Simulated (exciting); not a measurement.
# Ba (Im-3m) in exciting: further runs

One crystal, Ba, is run at these levels: RPBE, PBEsol, PBE; tasks: single point.

Everything below comes from runs of exciting (release sodium). Logs are shortened: lines on timing, memory, paths and dates and some standing lists are left out, and cuts for length are marked.

### 1 Starting point

It takes space group Im-3m (No. 229, cubic). Conventional cell: a = 5.013 Å, b = 5.013 Å, c = 5.013 Å, α = 90.00°, β = 90.00°, γ = 90.00°. Ba (site symmetry m-3m) is surrounded by 8 Ba at 4.34 Å.

### 2 Single point, RPBE

The input, input.xml:

```xml
<input>
  <title>Ba</title>
  <structure speciespath="./" tshift="false">
    <crystal scale="1">
      <basevect>-4.736598531374 4.736598531374 4.736598531374</basevect>
      <basevect>4.736598531374 -4.736598531374 4.736598531374</basevect>
      <basevect>4.736598531374 4.736598531374 -4.736598531374</basevect>
    </crystal>
    <species speciesfile="Ba.xml" rmt="2.3">
      <atom coord="0.000000000000 0.000000000000 0.000000000000"/>
    </species>
  </structure>
  <groundstate do="fromscratch" ngridk="8 8 8" rgkmax="9" gmaxvr="14" lmaxapw="10" lmaxmat="10" lmaxvr="8" stype="Gaussian" swidth="0.00367493" nempty="8" ValenceRelativity="iora*" epsengy="1e-05" epspot="1e-05" maxscl="60" tforce="true" outputlevel="low">
    <libxc exchange="XC_GGA_X_RPBE" correlation="XC_GGA_C_PBE"/>
  </groundstate>
</input>
```

Potentials or basis: all-electron LAPW+lo, shipped species files, valence relativity iora*.

Started as:

```
$ OMP_NUM_THREADS=1 exciting_smp
```

INFO.OUT:

```text
================================================================================
EXCITING SODIUM started
[... 10 lines left out ...]

 Lattice vectors (cartesian) :
     -4.7365985314      4.7365985314      4.7365985314
      4.7365985314     -4.7365985314      4.7365985314
      4.7365985314      4.7365985314     -4.7365985314

 Reciprocal lattice vectors (cartesian) :
     -0.0000000000      0.6632592213      0.6632592213
      0.6632592213     -0.0000000000      0.6632592213
      0.6632592213      0.6632592213     -0.0000000000

 Unit cell volume                           :     425.0692799055
 Brillouin zone volume                      :       0.5835524353

 Species :    1 (Ba)
     parameters loaded from                 :    Ba.xml
     name                                   :    barium

     atomic positions (lattice) :
       1 :   0.00000000  0.00000000  0.00000000

 Total number of atoms per unit cell        :       1

 Spin treatment                             :    spin-unpolarised

 Number of Bravais lattice symmetries       :      48
 Number of crystal symmetries               :      48

 k-point grid                               :       8    8    8
 Total number of k-points                   :      29
 k-point set is reduced with crystal symmetries

 R^MT_min * |G+k|_max (rgkmax)              :       9.00000000

 G-vector grid sizes                        :      40    40    40
 Total number of G-vectors                  :   19477

 Total nuclear charge                       :     -56.00000000
 Total electronic charge                    :      56.00000000

 Number of empty states                     :       8
 Total number of valence states             :      19

 Exchange-correlation type                  :     100
     libxc; exchange: Hammer, Hansen, and Norskov; correlation: Perdew, Burke & Ernzerhof (see libxc for references)

 Smearing scheme                            :    Gaussian
 Smearing width                             :       0.00367493

++++++++++++++++++++++++++++++++++++++++++++++++++++++++++++++++++++++++++++++++
+ Ending initialization                                                        +
++++++++++++++++++++++++++++++++++++++++++++++++++++++++++++++++++++++++++++++++

********************************************************************************
* Groundstate module started                                                   *
********************************************************************************
 Output level for this task is set to low

++++++++++++++++++++++++++++++++++++++++++++++++++++++++++++++++++++++++++++++++
[... 5 lines left out ...]
+ SCF iteration number :    1                                                  +
++++++++++++++++++++++++++++++++++++++++++++++++++++++++++++++++++++++++++++++++
 Total energy                               :     -8139.72878580
 _______________________________________________________________
 Fermi energy                               :         0.18153710
 DOS at Fermi energy (states/Ha/cell)       :        24.63132007
 Electron charge: Core leakage              :         0.00017902

++++++++++++++++++++++++++++++++++++++++++++++++++++++++++++++++++++++++++++++++
+ SCF iteration number :    2                                                  +
++++++++++++++++++++++++++++++++++++++++++++++++++++++++++++++++++++++++++++++++
 Total energy                               :     -8139.91657073
 _______________________________________________________________
 Fermi energy                               :         0.18312524
 DOS at Fermi energy (states/Ha/cell)       :        24.38314369
 Electron charge: Core leakage              :         0.00017864
[... 160 lines left out ...]
++++++++++++++++++++++++++++++++++++++++++++++++++++++++++++++++++++++++++++++++
+ SCF iteration number :   14                                                  +
++++++++++++++++++++++++++++++++++++++++++++++++++++++++++++++++++++++++++++++++
 Total energy                               :     -8139.72454352
 _______________________________________________________________
 Fermi energy                               :         0.18831422
 DOS at Fermi energy (states/Ha/cell)       :        23.83686644
 Electron charge: Core leakage              :         0.00017794

 RMS change in effective potential (target) :  0.626604E-09  ( 0.100000E-04)
 Absolute change in total energy   (target) :  0.859909E-07  ( 0.100000E-04)
 Charge distance                   (target) :  0.218275E-09  ( 0.100000E-04)
 Abs. change in max-nonIBS-force   (target) :   0.00000      ( 0.500000E-04)

++++++++++++++++++++++++++++++++++++++++++++++++++++++++++++++++++++++++++++++++
| Convergency criteria checked for the last 2 iterations                       +
| Convergence targets achieved. Performing final SCF iteration                 +
++++++++++++++++++++++++++++++++++++++++++++++++++++++++++++++++++++++++++++++++
 Total energy                               :     -8139.72454326
 _______________________________________________________________
 Fermi energy                               :         0.18831422
 DOS at Fermi energy (states/Ha/cell)       :        23.83686521
 Electron charge: Core leakage              :         0.00017794

++++++++++++++++++++++++++++++++++++++++++++++++++++++++++++++++++++++++++++++++
+ Self-consistent loop stopped                                                 +
++++++++++++++++++++++++++++++++++++++++++++++++++++++++++++++++++++++++++++++++
 STATE.OUT is written

--------------------------------------------------------------------------------
- Writing atomic positions and forces                                          -
--------------------------------------------------------------------------------

 Atomic positions (lattice) :
 atom     1  Ba  :     0.00000000    0.00000000    0.00000000

 Total atomic forces including IBS (cartesian) :
 atom     1  Ba  :     0.00000000    0.00000000    0.00000000

 Atomic force components including IBS (cartesian) :
 atom     1  Ba  :     0.00000000    0.00000000    0.00000000   HF force
                 :     0.00000000    0.00000000    0.00000000   core correction
                 :     0.00000000    0.00000000    0.00000000   IBS correction

********************************************************************************
[... 7 lines left out ...]
| EXCITING SODIUM stopped                                                      =
================================================================================
```

WARNINGS.OUT:

```text
Inversion symmetry is present. Consider using input%groundstate%solver%type = "inversionsymmetry"
```

Run time: 85 s. Hardware: 1 thread of Arm Neoverse V2, shared host; peak memory 0.13 GiB.

Results:

| Quantity | Value |
| --- | --- |
| Free energy | -221493.1929 eV |
| Band gap on the k mesh | none (metal or under the smearing width) |
| Density of states at the Fermi level | 0.88 states/eV per cell |

Caveat: the log's total energy holds no entropy term; the free energy is that total less TS from the occupations; the basis of Au and Ba changes in steps between geometries, so energy differences can be off by several meV. Spin-orbit coupling is left out, which matters for the levels of Ba.

### 3 Single point, PBEsol

The input, input.xml:

```xml
<input>
  <title>Ba</title>
  <structure speciespath="./" tshift="false">
    <crystal scale="1">
      <basevect>-4.736598531374 4.736598531374 4.736598531374</basevect>
      <basevect>4.736598531374 -4.736598531374 4.736598531374</basevect>
      <basevect>4.736598531374 4.736598531374 -4.736598531374</basevect>
    </crystal>
    <species speciesfile="Ba.xml" rmt="2.3">
      <atom coord="0.000000000000 0.000000000000 0.000000000000"/>
    </species>
  </structure>
  <groundstate do="fromscratch" ngridk="8 8 8" rgkmax="9" gmaxvr="14" lmaxapw="10" lmaxmat="10" lmaxvr="8" xctype="GGA_PBE_SOL" stype="Gaussian" swidth="0.00183747" nempty="8" ValenceRelativity="iora*" epsengy="1e-05" epspot="1e-05" maxscl="60" tforce="true" outputlevel="low"/>
  <properties>
    <chargedensityplot>
      <plot3d>
        <box grid="22 22 22">
          <origin coord="0 0 0"/>
          <point coord="1 0 0"/>
          <point coord="0 1 0"/>
          <point coord="0 0 1"/>
        </box>
      </plot3d>
    </chargedensityplot>
    <elfplot>
      <plot3d>
        <box grid="22 22 22">
          <origin coord="0 0 0"/>
          <point coord="1 0 0"/>
          <point coord="0 1 0"/>
          <point coord="0 0 1"/>
        </box>
      </plot3d>
    </elfplot>
    <exccplot>
      <plot3d>
        <box grid="22 22 22">
          <origin coord="0 0 0"/>
          <point coord="1 0 0"/>
          <point coord="0 1 0"/>
          <point coord="0 0 1"/>
        </box>
      </plot3d>
    </exccplot>
  </properties>
</input>
```

Potentials or basis: all-electron LAPW+lo, shipped species files, valence relativity iora*.

Started as:

```
$ OMP_NUM_THREADS=1 exciting_smp
```

INFO.OUT:

```text
================================================================================
EXCITING SODIUM started
[... 10 lines left out ...]

 Lattice vectors (cartesian) :
     -4.7365985314      4.7365985314      4.7365985314
      4.7365985314     -4.7365985314      4.7365985314
      4.7365985314      4.7365985314     -4.7365985314

 Reciprocal lattice vectors (cartesian) :
     -0.0000000000      0.6632592213      0.6632592213
      0.6632592213     -0.0000000000      0.6632592213
      0.6632592213      0.6632592213     -0.0000000000

 Unit cell volume                           :     425.0692799055
 Brillouin zone volume                      :       0.5835524353

 Species :    1 (Ba)
[... 230 lines left out ...]
 Total energy                               :     -8136.17193669
 _______________________________________________________________
 Fermi energy                               :         0.17907293
 DOS at Fermi energy (states/Ha/cell)       :        37.05803872
 Electron charge: Core leakage              :         0.00017968

++++++++++++++++++++++++++++++++++++++++++++++++++++++++++++++++++++++++++++++++
+ Self-consistent loop stopped                                                 +
++++++++++++++++++++++++++++++++++++++++++++++++++++++++++++++++++++++++++++++++
 STATE.OUT is written

--------------------------------------------------------------------------------
- Writing atomic positions and forces                                          -
--------------------------------------------------------------------------------

 Atomic positions (lattice) :
 atom     1  Ba  :     0.00000000    0.00000000    0.00000000

 Total atomic forces including IBS (cartesian) :
 atom     1  Ba  :     0.00000000    0.00000000    0.00000000

 Atomic force components including IBS (cartesian) :
 atom     1  Ba  :     0.00000000    0.00000000    0.00000000   HF force
                 :     0.00000000    0.00000000    0.00000000   core correction
                 :     0.00000000    0.00000000    0.00000000   IBS correction

********************************************************************************
[... 7 lines left out ...]
| EXCITING SODIUM stopped                                                      =
================================================================================
```

stdout:

```text
Info(rhoplot):
 3D density plot written to RHO3D.xml

Info(potplot):
 3D Coulomb potential plot written to VCL3D.xml
 3D exchange-correlation potential plot written to VXC3D.xml

Info(elfplot): 3D ELF plot written to ELF3D.xml
```

It took 1.8 min on 1 thread of Arm Neoverse V2, shared host; peak memory 0.13 GiB.

Results:

- Free energy: -221396.5188 eV
- Band gap on the k mesh: none (metal or under the smearing width)

Caveat: the log's total energy holds no entropy term; the free energy is that total less TS from the occupations; the basis of Au and Ba changes in steps between geometries, so energy differences can be off by several meV. The run has no spin-orbit coupling, so splittings on Ba are missing.

### 4 Single point, PBE

The input, input.xml:

```xml
<input>
  <title>Ba</title>
  <structure speciespath="./" tshift="false">
    <crystal scale="1">
      <basevect>-4.736598531374 4.736598531374 4.736598531374</basevect>
      <basevect>4.736598531374 -4.736598531374 4.736598531374</basevect>
      <basevect>4.736598531374 4.736598531374 -4.736598531374</basevect>
    </crystal>
    <species speciesfile="Ba.xml" rmt="2.3">
      <atom coord="0.000000000000 0.000000000000 0.000000000000"/>
    </species>
  </structure>
  <groundstate do="fromscratch" ngridk="8 8 8" rgkmax="9" gmaxvr="14" lmaxapw="10" lmaxmat="10" lmaxvr="8" xctype="GGA_PBE" stype="Gaussian" swidth="0.00367493" nempty="8" ValenceRelativity="iora*" epsengy="1e-05" epspot="1e-05" maxscl="60" tforce="true" outputlevel="normal"/>
</input>
```

Started as:

```
$ OMP_NUM_THREADS=1 exciting_smp
```

Wall time 1.7 min (1 thread of Arm Neoverse V2, shared host); peak memory 0.13 GiB.

Results (log left out):

- Free energy: -221483.5434 eV
- Band gap on the k mesh: none (metal or under the smearing width)
- All electrons inside the program's atomic spheres: Ba 52.42 (radii Ba 2.3 bohr)
- Density of states at the Fermi level: 0.88 states/eV per cell

Levels at points of the mesh, in eV from the Fermi level:
```
           k point  band 8  band 9  band 10  band 11  band 12  band 13
(0.00, 0.00, 0.00)  -13.81  -13.81    -2.71     1.86     1.86     1.86
(0.50, 0.00, 0.00)  -13.96  -13.81    -0.85     0.72     1.27     3.23
(0.50, 0.50, 0.50)  -14.13  -14.13    -0.51    -0.51     4.06     4.06
```

Caveat: the log's total energy holds no entropy term; the free energy is that total less TS from the occupations; the basis of Au and Ba changes in steps between geometries, so energy differences can be off by several meV.

### 5 The runs side by side

```csv
level,smearing,outputlevel,gap on the mesh (eV)
RPBE,gaussian 0.1 eV,low,none
PBEsol,gaussian 0.05 eV,low,none
PBE,gaussian 0.1 eV,normal,none
```

Alike in all rows: task single point; potentials or basis all-electron LAPW+lo, shipped species files, valence relativity iora*; no spin polarisation; cell as given; k mesh 8 × 8 × 8; rgkmax 9.

Every run on the cell as given and a fine mesh finds a metal.

Caveats: the free energy is that total less TS from the occupations; the basis of Au and Ba changes in steps between geometries, so energy differences can be off by several meV.

Compare energies only between runs with the same functional and basis.
